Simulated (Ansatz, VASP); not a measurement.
**HfN in VASP and in Ansatz**

Contents of INCAR:

```
SYSTEM = HfN
PREC = Accurate ; ENCUT = 600
EDIFF = 1E-6 ; ISMEAR = 1
SIGMA = 0.1 ; LREAL = .False.
LASPH = .True. ; NELM = 60
ALGO = Normal ; ISIF = 3
LWAVE = .False. ; LCHARG = .False.
GGA = PS ; IBRION = 2
NSW = 80 ; EDIFFG = -0.01
```

The input KPOINTS:

```
regular mesh
0
Gamma
  11 11 11
  0 0 0
```

POSCAR

```
HfN
1.0
    0.0000000000      2.4548220000      2.4548220000
    2.4548220000      0.0000000000      2.4548220000
    2.4548220000      2.4548220000      0.0000000000
Hf N
1 1
Direct
    0.0000000000      0.0000000000      0.0000000000
    0.7500000000      0.7500000000      0.7500000000
```

Input for Ansatz:

```yaml
crystal:
  lattice:
    - [0.0, 2.454822, 2.454822]
    - [2.454822, 0.0, 2.454822]
    - [2.454822, 2.454822, 0.0]
  atoms:
    - { symbol: Hf, position: [0.0, 0.0, 0.0] }
    - { symbol: "N", position: [0.75, 0.75, 0.75] }
basis:
  ecutwfc: 476.19925930478996
kpoints:
  mp_grid:
    grid: [11, 11, 11]
hamiltonian:
  xc: pbesol
  dispersion: none
scf:
  occupations:
    method: cold
relax:
  cell: {}
```

The cell comes from a database or a generator and needn't be the stable form of this composition.

Alike in both runs: task relaxation of cell and atoms; functional PBEsol; k mesh 11 × 11 × 11; no spin polarisation.

|  | VASP | Ansatz |
| --- | --- | --- |
| version | VASP 6.6.1 | Ansatz 0.2.0 |
| potentials or method | VASP PAW PBE potentials, release 64 (Hf_pv, N) | plane waves, PAW |
| plane-wave cutoff (eV) | 600 | 476 |
| occupations | methfessel-paxton of order 1, width 0.1 eV | cold |
| valence electrons in the cell | 15 | 31 |

VASP gave:

* relaxed volume (Å³/atom): 14.35
* relaxed cell length with the largest relative difference (Å): 3.437
* energy change over the relaxation (meV/atom): -8

Question: What did Ansatz give for the same quantities?

Answer: Relaxed volume (Å³/atom): 14.41; relaxed cell length with the largest relative difference (Å): 3.442; energy change over the relaxation (meV/atom): -6.

The two sets of potentials don't hold the same shells in valence.

Caveats: the PAW data sets were made with another functional, which shifts forces and pressure a little (VASP). Spin-orbit coupling is left out, which matters for the levels of Hf.
